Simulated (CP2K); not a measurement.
# SnTe (Fm-3m) in CP2K: notebook

One crystal, SnTe, is run at these levels: LDA; tasks: single point, equation of state.

Program: CP2K 2026.2. These are calculated values, not measurements. Logs are shortened: lines on timing, memory, paths and dates and some standing lists are left out, and cuts for length are marked.

**1. The structure**

The structure is cubic, space group Fm-3m (No. 225). The conventional cell has a = 6.302 Å, b = 6.302 Å, c = 6.302 Å, α = 90.00°, β = 90.00°, γ = 90.00°. Te (site symmetry m-3m) has 6 Sn at 3.15 Å as nearest neighbours. Sn (site symmetry m-3m) has 6 Te at 3.15 Å as nearest neighbours.

**2. Single point, LDA, 31.28 Å³/atom**

File snte_eos.inp:

```
&GLOBAL
  PROJECT snte_eos
  RUN_TYPE ENERGY_FORCE
  PRINT_LEVEL LOW
&END GLOBAL
&FORCE_EVAL
  METHOD QS
  STRESS_TENSOR ANALYTICAL
  &DFT
    BASIS_SET_FILE_NAME BASIS_MOLOPT_UZH
    POTENTIAL_FILE_NAME GTH_POTENTIALS
    &MGRID
      CUTOFF 450
      REL_CUTOFF 60
      NGRIDS 5
    &END MGRID
    &QS
      METHOD GPW
      EPS_DEFAULT 1.0E-9
    &END QS
    &KPOINTS
      SCHEME MONKHORST-PACK 7 7 7
      GAMMA_CENTERED T
      SYMMETRY T
      SYMMETRY_BACKEND SPGLIB
    &END KPOINTS
    &SCF
      SCF_GUESS ATOMIC
      EPS_SCF 1.0E-6
      MAX_SCF 100
      ADDED_MOS 10
      CHOLESKY OFF
      EPS_EIGVAL 1.0E-7
      &DIAGONALIZATION ON
        ALGORITHM STANDARD
      &END DIAGONALIZATION
      &MIXING ON
        METHOD BROYDEN_MIXING
        ALPHA 0.4
        BETA 1.5
        NBUFFER 8
      &END MIXING
      &SMEAR ON
        METHOD FERMI_DIRAC
        ELECTRONIC_TEMPERATURE 300.56
      &END SMEAR
    &END SCF
    &XC
      &XC_FUNCTIONAL
        &LDA_X
        &END LDA_X
        &LDA_C_PW
        &END LDA_C_PW
      &END XC_FUNCTIONAL
    &END XC
    &PRINT
      &KPOINTS ON
      &END KPOINTS
      &MULLIKEN ON
      &END MULLIKEN
      &MO ON
        ENERGIES T
        OCCUPATION_NUMBERS T
        &EACH
          QS_SCF 0
        &END EACH
        ADD_LAST NUMERIC
      &END MO
    &END PRINT
  &END DFT
  &SUBSYS
    &CELL
      ABC 4.4559748030 4.4559748030 4.4559748030
      ALPHA_BETA_GAMMA 60.0000000003 60.0000000003 59.9999999999
      PERIODIC XYZ
    &END CELL
    &COORD
      SCALED
      Te  0.5000000000 0.5000000000 0.5000000000
      Sn  0.0000000000 0.0000000000 0.0000000000
    &END COORD
    &KIND Te
      BASIS_SET TZVP-MOLOPT-PBE-GTH-q6
      POTENTIAL GTH-PADE-q6
    &END KIND
    &KIND Sn
      BASIS_SET TZVP-MOLOPT-PBE-GTH-q4
      POTENTIAL GTH-PADE-q4
    &END KIND
    &PRINT
      &ATOMIC_COORDINATES ON
      &END ATOMIC_COORDINATES
      &CELL ON
      &END CELL
    &END PRINT
  &END SUBSYS
  &PRINT
    &FORCES ON
    &END FORCES
    &STRESS_TENSOR ON
    &END STRESS_TENSOR
  &END PRINT
&END FORCE_EVAL
```

Potentials or basis: GTH_POTENTIALS Te GTH-PADE-q6, Sn GTH-PADE-q4; TZVP-MOLOPT-PBE-GTH basis.

Command:

```sh
$ OMP_NUM_THREADS=1 cp2k.psmp -i snte_eos.inp -o snte_eos.out
```

snte_eos.out:

```text

 CP2K| version string:                                       CP2K version 2026.2
 CP2K| Input file name                                              snte_eos.inp

 GLOBAL| Force Environment number                                              1
 GLOBAL| Basis set file name                                    BASIS_MOLOPT_UZH
 GLOBAL| Potential file name                                      GTH_POTENTIALS
 GLOBAL| MM Potential file name                                     MM_POTENTIAL
 GLOBAL| Coordinate file name                                      __STD_INPUT__
 GLOBAL| Method name                                                        CP2K
 GLOBAL| Project name                                                   snte_eos
 GLOBAL| Run type                                                   ENERGY_FORCE
 GLOBAL| FFT library                                                       FFTW3
[... 6 lines left out ...]
 GLOBAL| Total number of message passing processes                             1
 GLOBAL| Number of threads for this process                                    1
 GLOBAL| CPU model name                                 Intel(R) Xeon(R) 6975P-C

 CELL| Volume [angstrom^3]:                                            62.562368
 CELL| Vector a [angstrom]:       4.456     0.000     0.000   |a| =     4.455975
 CELL| Vector b [angstrom]:       2.228     3.859     0.000   |b| =     4.455975
 CELL| Vector c [angstrom]:       2.228     1.286     3.638   |c| =     4.455975
 CELL| Angle (b,c), alpha [degree]:                                    60.000000
 CELL| Angle (a,c), beta  [degree]:                                    60.000000
 CELL| Angle (a,b), gamma [degree]:                                    60.000000
 CELL| Numerically orthorhombic:                                              NO
 CELL| Periodicity                                                           XYZ

 CELL_REF| Volume [angstrom^3]:                                        62.562368
 CELL_REF| Vector a [angstrom     4.456     0.000     0.000   |a| =     4.455975
 CELL_REF| Vector b [angstrom     2.228     3.859     0.000   |b| =     4.455975
 CELL_REF| Vector c [angstrom     2.228     1.286     3.638   |c| =     4.455975
 CELL_REF| Angle (b,c), alpha [degree]:                                60.000000
 CELL_REF| Angle (a,c), beta  [degree]:                                60.000000
 CELL_REF| Angle (a,b), gamma [degree]:                                60.000000
 CELL_REF| Numerically orthorhombic:                                          NO
 CELL_REF| Periodicity                                                       XYZ
[... 10 lines left out ...]

  Total number of            - Atomic kinds:                                   2
                             - Atoms:                                          2
                             - Shell sets:                                     2
                             - Shells:                                        14
                             - Primitive Cartesian functions:                  8
                             - Cartesian basis functions:                     36
                             - Spherical basis functions:                     34

  Maximum angular momentum of- Orbital basis functions:                        2
                             - Local part of the GTH pseudopotential:          0
                             - Non-local part of the GTH pseudopotential:      4

 MODULE QUICKSTEP: ATOMIC COORDINATES IN ANGSTROM

   Atom Kind Element         X             Y             Z       Z(eff)     Mass
      1    1 Te   52      4.455975      2.572658      1.819144   6.0000 127.6000
      2    2 Sn   50      0.000000      0.000000      0.000000   4.0000 118.7100

 SCF PARAMETERS         Density guess:                                    ATOMIC
                        --------------------------------------------------------
                        max_scf:                                             100
[... 7 lines left out ...]
                        --------------------------------------------------------
                        level_shift [a.u.]:                             0.000000
                        added MOs                                        10    0
                        --------------------------------------------------------
                        Mixing method:                            BROYDEN_MIXING
                                                charge density mixing in g-space
                        --------------------------------------------------------
                        Smear method:                                FERMI_DIRAC
                        Electronic temperature [K]:                        300.6
                        Electronic temperature [a.u.]:                  9.52E-04
                        Accuracy threshold:                             1.00E-10
[... 45 lines left out ...]
     6 Broy./Diag. 0.40E+00    0.6     0.00077175       -11.8238070242  5.20E-03
     7 Broy./Diag. 0.40E+00    0.6     0.00021240       -11.8225216470  1.29E-03
     8 Broy./Diag. 0.40E+00    0.6     0.00004435       -11.8226723344 -1.51E-04
     9 Broy./Diag. 0.40E+00    0.6     0.00002711       -11.8225945848  7.77E-05
    10 Broy./Diag. 0.40E+00    0.6     0.00001605       -11.8226346955 -4.01E-05
    11 Broy./Diag. 0.40E+00    0.6     0.00000107       -11.8226328040  1.89E-06
    12 Broy./Diag. 0.40E+00    0.6     0.00000090       -11.8226340930 -1.29E-06

  *** SCF run converged in    12 steps ***

  Electronic density on regular grids:         -9.9999999999        0.0000000001
  Core density on regular grids:                9.9999999671       -0.0000000329
  Total charge density on r-space grids:       -0.0000000328
  Total charge density g-space grids:          -0.0000000328

  Overlap energy of the core charge distribution:               0.00000000002362
  Self energy of the core charge distribution:                -25.12194509279122
  Core Hamiltonian energy:                                      5.03199995764845
  Hartree energy:                                              11.08506468962806
  Exchange-correlation energy:                                 -2.81775364529063
  Electronic entropic energy:                                  -0.00000000226133
  Fermi energy:                                                 0.17190600864631

  Total energy:                                               -11.82263409304304
  Total energy (extrapolated to T->0):                        -11.82263409191238

 MO| EIGENVALUES AND OCCUPATION NUMBERS FOR K POINT 1
 MO|
 MO|  Index      Eigenvalue [a.u.]        Eigenvalue [eV]             Occupation
 MO|      1              -0.260096              -7.077584               2.000000
 MO|      2              -0.134060              -3.647961               2.000000
 MO|      3               0.101586               2.764293               2.000000
 MO|      4               0.101586               2.764295               2.000000
 MO|      5               0.159262               4.333740               1.999997
 MO|      6               0.185112               5.037148               0.000002
 MO|      7               0.186177               5.066134               0.000001
 MO|      8               0.186177               5.066135               0.000001
 MO|      9               0.491025              13.361463               0.000000
 MO|     10               0.558288              15.191788               0.000000
 MO|     11               0.558288              15.191794               0.000000
 MO|     12               0.575784              15.667886               0.000000
 MO|     13               0.673692              18.332097               0.000000
[... 274 lines left out ...]
 MO|      4               0.096277               2.619831               2.000000
 MO|      5               0.138114               3.758278               2.000000
 MO|      6               0.216572               5.893214               0.000000
 MO|      7               0.216572               5.893216               0.000000
 MO|      8               0.221398               6.024534               0.000000
 MO|      9               0.433120              11.785802               0.000000
 MO|     10               0.467088              12.710111               0.000000
 MO|     11               0.467088              12.710114               0.000000
 MO|     12               0.596104              16.220806               0.000000
 MO|     13               0.619952              16.869757               0.000000
 MO|     14               0.619952              16.869759               0.000000
 MO|     15               0.791067              21.526027               0.000000
 MO| Sum:                                                              10.000000
 MO| E(Fermi):            0.171906 a.u.          4.677800 eV

 [... the levels of further k-points ...]

 !-----------------------------------------------------------------------------!
                     Mulliken Population Analysis

 #  Atom  Element  Kind  Atomic population                           Net charge
       1     Te       1          6.247238                             -0.247238
       2     Sn       2          3.752762                              0.247238
 # Total charge                             10.000000                  0.000000

 !-----------------------------------------------------------------------------!

 ENERGY| Total FORCE_EVAL ( QS ) energy [hartree]            -11.822635112787561

 FORCES| Atomic forces [hartree/bohr]
 FORCES|   Atom     x               y               z               |f|
 FORCES|      1  5.85132698E-13  3.34775982E-14  2.37599400E-13   6.32419559E-13
 FORCES|      2  2.10123806E-15  1.55792861E-15  2.09875755E-15   3.35367353E-15
 FORCES| Sum     5.87233936E-13  3.50355268E-14  2.39698157E-13
 FORCES| Total atomic force                                       6.35237271E-13

 STRESS| Analytical stress tensor [bar]
 STRESS|                        x                   y                   z
 STRESS|      x       -1.26277934426E+04  -7.26840290888E-03   1.03681699521E-02
 STRESS|      y       -7.26840290888E-03  -1.26277928512E+04  -1.72397595699E-03
 STRESS|      z        1.03681699521E-02  -1.72397595699E-03  -1.26279648836E+04
 STRESS| 1/3 Trace                                            -1.26278503924E+04
 STRESS| Determinant                                          -2.01366992575E+12

 STRESS| Eigenvectors and eigenvalues of the analytical stress tensor [bar]
 STRESS|                        1                   2                   3
 STRESS| Eigenvalues  -1.26279655179E+04  -1.26278001885E+04  -1.26277854710E+04
 STRESS|      x          -0.059829474031      0.705585354142     -0.706094711818
 STRESS|      y           0.007447729930      0.707657715985      0.706516162820
 STRESS|      z           0.998180827985      0.037011687697     -0.047593798101
```

Wall time 9.9 s (1 thread of Intel Xeon 6975P-C (Granite Rapids), shared host); peak memory 0.33 GiB.

Results:

* Free energy: -321.7103 eV
* Pressure: -1.3 GPa
* Mulliken charges: Te -0.25; Sn +0.25 e

Caveat: Mulliken charges move with the basis; this odd mesh misses L, where the gap lies, so gap, dielectric constants and Born charges aren't listed; the basis of atomic orbitals isn't converged, which shifts pressures, moduli and gaps.

**3. Single point, LDA, 30.66 Å³/atom (volume scaled by 0.98)**

Edit snte_eos.inp of step 2 so:

```diff
@@ -11,2 +11,3 @@
     POTENTIAL_FILE_NAME GTH_POTENTIALS
+    WFN_RESTART_FILE_NAME previous-RESTART.kp
     &MGRID
@@ -27,3 +28,3 @@
     &SCF
-      SCF_GUESS ATOMIC
+      SCF_GUESS RESTART
       EPS_SCF 1.0E-6
@@ -72,4 +73,4 @@
     &CELL
-      ABC 4.4559748030 4.4559748030 4.4559748030
-      ALPHA_BETA_GAMMA 60.0000000003 60.0000000003 59.9999999999
+      ABC 4.4260680307 4.4260680308 4.4260680308
+      ALPHA_BETA_GAMMA 60.0000000001 60.0000000000 59.9999999997
       PERIODIC XYZ
```

Potentials or basis: GTH_POTENTIALS Te GTH-PADE-q6, Sn GTH-PADE-q4; TZVP-MOLOPT-PBE-GTH basis.

Command:

```sh
$ OMP_NUM_THREADS=1 cp2k.psmp -i snte_eos.inp -o snte_eos.out
```

Run time: 13 s. Hardware: 1 thread of Intel Xeon 6975P-C (Granite Rapids), shared host; peak memory 0.33 GiB.

The run converged. Its results:

```yaml
Free_energy: -321.7167 eV
Pressure: -0.4 GPa
Mulliken_charges: Te -0.23; Sn +0.23 e
```

Caveat: Mulliken charges move with the basis; this odd mesh misses L, where the gap lies, so gap, dielectric constants and Born charges aren't listed; the basis of atomic orbitals isn't converged, which shifts pressures, moduli and gaps.

**4. Single point, LDA, 31.91 Å³/atom (volume scaled by 1.02)**

Edit snte_eos.inp of step 3 so:

```diff
@@ -73,4 +73,4 @@
     &CELL
-      ABC 4.4260680307 4.4260680308 4.4260680308
-      ALPHA_BETA_GAMMA 60.0000000001 60.0000000000 59.9999999997
+      ABC 4.4854854299 4.4854854299 4.4854854300
+      ALPHA_BETA_GAMMA 60.0000000001 60.0000000000 59.9999999995
       PERIODIC XYZ
```

Command:

```sh
$ OMP_NUM_THREADS=1 cp2k.psmp -i snte_eos.inp -o snte_eos.out
```

Wall time 13 s (1 thread of Intel Xeon 6975P-C (Granite Rapids), shared host); peak memory 0.33 GiB.

Results (log left out):

| Item | Value |
| --- | --- |
| Free energy | -321.6972 eV |
| Pressure | -2.1 GPa |
| Mulliken charges | Te -0.27; Sn +0.27 e |

Caveat: Mulliken charges move with the basis; this odd mesh misses L, where the gap lies, so gap, dielectric constants and Born charges aren't listed; the basis of atomic orbitals isn't converged, which shifts pressures, moduli and gaps.

**5. Single point, LDA, 30.03 Å³/atom (volume scaled by 0.96)**

Edit snte_eos.inp of step 4 so:

```diff
@@ -73,4 +73,4 @@
     &CELL
-      ABC 4.4854854299 4.4854854299 4.4854854300
-      ALPHA_BETA_GAMMA 60.0000000001 60.0000000000 59.9999999995
+      ABC 4.3957515448 4.3957515448 4.3957515448
+      ALPHA_BETA_GAMMA 60.0000000008 60.0000000003 59.9999999999
       PERIODIC XYZ
```

Command:

```sh
$ OMP_NUM_THREADS=1 cp2k.psmp -i snte_eos.inp -o snte_eos.out
```

Wall time 15 s (1 thread of Intel Xeon 6975P-C (Granite Rapids), shared host); peak memory 0.33 GiB.

The run converged. Its results:

```
Free energy      : -321.7156 eV
Pressure         : 0.6 GPa
Mulliken charges : Te -0.20; Sn +0.20 e
```

Caveat: Mulliken charges move with the basis; this odd mesh misses L, where the gap lies, so gap, dielectric constants and Born charges aren't listed; the basis of atomic orbitals isn't converged, which shifts pressures, moduli and gaps.

**6. Single point, LDA, 32.53 Å³/atom (volume scaled by 1.04)**

Edit snte_eos.inp of step 5 so:

```diff
@@ -73,4 +73,4 @@
     &CELL
-      ABC 4.3957515448 4.3957515448 4.3957515448
-      ALPHA_BETA_GAMMA 60.0000000008 60.0000000003 59.9999999999
+      ABC 4.5146127748 4.5146127748 4.5146127748
+      ALPHA_BETA_GAMMA 60.0000000004 60.0000000004 59.9999999998
       PERIODIC XYZ
```

Potentials or basis: GTH_POTENTIALS Te GTH-PADE-q6, Sn GTH-PADE-q4; TZVP-MOLOPT-PBE-GTH basis.

Command:

```sh
$ OMP_NUM_THREADS=1 cp2k.psmp -i snte_eos.inp -o snte_eos.out
```

It took 11 s on 1 thread of Intel Xeon 6975P-C (Granite Rapids), shared host; peak memory 0.33 GiB.

The run converged. Its results:

```yaml
Free_energy: -321.6782 eV
Pressure: -2.8 GPa
Mulliken_charges: Te -0.28; Sn +0.28 e
```

Caveat: Mulliken charges move with the basis; this odd mesh misses L, where the gap lies, so gap, dielectric constants and Born charges aren't listed; the basis of atomic orbitals isn't converged, which shifts pressures, moduli and gaps.

**7. Single point, LDA, 29.40 Å³/atom (volume scaled by 0.94)**

Edit snte_eos.inp of step 6 so:

```diff
@@ -73,4 +73,4 @@
     &CELL
-      ABC 4.5146127748 4.5146127748 4.5146127748
-      ALPHA_BETA_GAMMA 60.0000000004 60.0000000004 59.9999999998
+      ABC 4.3650110178 4.3650110178 4.3650110179
+      ALPHA_BETA_GAMMA 60.0000000000 60.0000000004 59.9999999999
       PERIODIC XYZ
```

Command:

```sh
$ OMP_NUM_THREADS=1 cp2k.psmp -i snte_eos.inp -o snte_eos.out
```

Run time: 13 s. Hardware: 1 thread of Intel Xeon 6975P-C (Granite Rapids), shared host; peak memory 0.33 GiB.

The run converged. Its results:

| Property | Result |
| --- | --- |
| Free energy | -321.7063 eV |
| Pressure | 1.8 GPa |
| Mulliken charges | Te -0.18; Sn +0.18 e |

Caveat: Mulliken charges move with the basis; this odd mesh misses L, where the gap lies, so gap, dielectric constants and Born charges aren't listed; the basis of atomic orbitals isn't converged, which shifts pressures, moduli and gaps.

**8. Single point, LDA, 33.16 Å³/atom (volume scaled by 1.06)**

Edit snte_eos.inp of step 7 so:

```diff
@@ -73,4 +73,4 @@
     &CELL
-      ABC 4.3650110178 4.3650110178 4.3650110179
-      ALPHA_BETA_GAMMA 60.0000000000 60.0000000004 59.9999999999
+      ABC 4.5433690455 4.5433690456 4.5433690456
+      ALPHA_BETA_GAMMA 60.0000000003 59.9999999997 59.9999999996
       PERIODIC XYZ
```

Command:

```sh
$ OMP_NUM_THREADS=1 cp2k.psmp -i snte_eos.inp -o snte_eos.out
```

Run time: 12 s. Hardware: 1 thread of Intel Xeon 6975P-C (Granite Rapids), shared host; peak memory 0.33 GiB.

It converged, with:

```yaml
Free_energy: -321.6538 eV
Pressure: -3.4 GPa
Mulliken_charges: Te -0.30; Sn +0.30 e
```

Caveat: Mulliken charges move with the basis; this odd mesh misses L, where the gap lies, so gap, dielectric constants and Born charges aren't listed; the basis of atomic orbitals isn't converged, which shifts pressures, moduli and gaps.

**9. Equation of state, LDA**

Potentials or basis: GTH_POTENTIALS Te GTH-PADE-q6, Sn GTH-PADE-q4; TZVP-MOLOPT-PBE-GTH basis.

No new run: the results of the series are fitted here.

What came out:

```yaml
Equilibrium_volume: 30.42 Å³/atom
Bulk_modulus: 48 GPa
Pressure_derivative_of_the_bulk_modulus: 4.4
```

Energy against volume, from the lowest point:
```tsv
volume (Å³/atom)	energy (meV/atom)
29.404	5.21
30.030	0.52
30.656	0.00
31.281	3.20
31.907	9.74
32.532	19.25
33.158	31.43
```

Caveat: this odd mesh misses L, where the gap lies, so gap, dielectric constants and Born charges aren't listed; the basis of atomic orbitals isn't converged, which shifts pressures, moduli and gaps.
